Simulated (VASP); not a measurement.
Write the native input for VASP 6.6.1 that does the following.

```
Task                   : relaxation of the atoms
Functional             : PBE
Potentials or basis    : VASP PAW PBE potentials, release 64 (Si)
Cutoff                 : 300 eV
k mesh                 : 8 × 8 × 8
Occupations            : methfessel-paxton, width 0.1 eV
Spin                   : no spin polarisation
Further INCAR settings : ALGO = Normal; EDIFF = 1e-07; IBRION = 2; EDIFFG = -0.01; NSW = 40
```

The structure of Si lies in POSCAR:

```
Si                                      
1.0
    0.0000000000      1.9369378183      1.9369378183
    1.9369378183      0.0000000000      1.9369378183
    1.9369378183      1.9369378183      0.0000000000
  Si            
     1
Direct
     0.0000000000000000    0.0000000000000000    0.0000000000000000
```

This isn't the form of Si at room conditions, which is diamond.

The cell isn't the ideal one: a relaxed cell with its volume scaled by 1.02.

These files were run (other wordings do the same):

INCAR

```
SYSTEM = Si
PREC = Accurate
ENCUT = 300
EDIFF = 1E-7
ISMEAR = 1
SIGMA = 0.1
LREAL = .FALSE.
LASPH = .TRUE.
NELM = 80
ALGO = Normal
ISIF = 2
LWAVE = .FALSE.
LCHARG = .FALSE.
GGA = PE
IBRION = 2
NSW = 40
EDIFFG = -0.01
```

KPOINTS

```
Automatic mesh
0
G
  8 8 8
  0 0 0
```

Potentials or basis: VASP PAW PBE potentials, release 64 (Si).

Launch:

```bash
$ cat potpaw_PBE.64/Si/POTCAR > POTCAR
$ mpirun -np 1 vasp_std > vasp.out
```

Results of the run:

```
Pressure after relaxing : -1.5 GPa
Band gap on the k mesh  : none (metal or under the smearing width)
```

Caveat: the cutoff is under 1.25 times the usual one of these potentials, so pressure, stress and relaxed cells hold a basis-set (Pulay) error; the relaxation stopped at its first step, so nothing moved.

Wall time 1.6 s on 1 thread of Intel(R) Xeon(R) Platinum 8488C (Sapphire Rapids), with other jobs on the host, peak memory 0.11 GiB.
